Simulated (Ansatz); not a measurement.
# In: strain energy, fitted

In, P6_3/mmc, a = 3.329 Å, c = 5.468 Å. This isn't the element's structure at ambient conditions. Ansatz: PBE+D3(BJ), PAW, 420 eV, Γ-centred 15×15×8 mesh on 2 atoms, Gaussian smearing 0.10 eV; no spin polarisation. Series: uniaxial strain along c, with a, b and atoms relaxed; x is the strain in per cent. y is the free energy over the unstrained cell, V0 = 26.238 Å³/atom.

```tsv
x (%)	y (meV/atom)
-4.5	?
-3.0	2.34
-1.5	0.46
0.0	0.00
1.5	1.08
3.0	3.80
4.5	6.94
```

Q: Fit y = c2 x² + c3 x³ to the other rows, turn c2 into a modulus, and predict the missing energy.

A: Least squares on the rows shown. y = 0.3082 x² + 0.01076 x³. In eV per unit strain² c2 is 3.082; this is Young's modulus along the axis (E = ½ Y V0 ε²): 2 × 3.082 × 160.2 / (26.238) = 38 GPa. With a term in x⁴ added, the coefficient of x² becomes 0.4251, 38 % more, which shows how far this figure hangs on the form. At x = -4.5 the fit asked for gives 5.26 meV/atom. The run gave 3.99 meV/atom, so the fit is 1.27 meV/atom too high, 18 % of the span of the series, against an rms of 0.40 meV/atom on the fitted rows. The row lies outside the fitted range. With a term in x⁴ added, a fit to the same known rows predicts 2.05 meV/atom, which misses by about as much or more on the other side: the known rows don't fix the higher terms.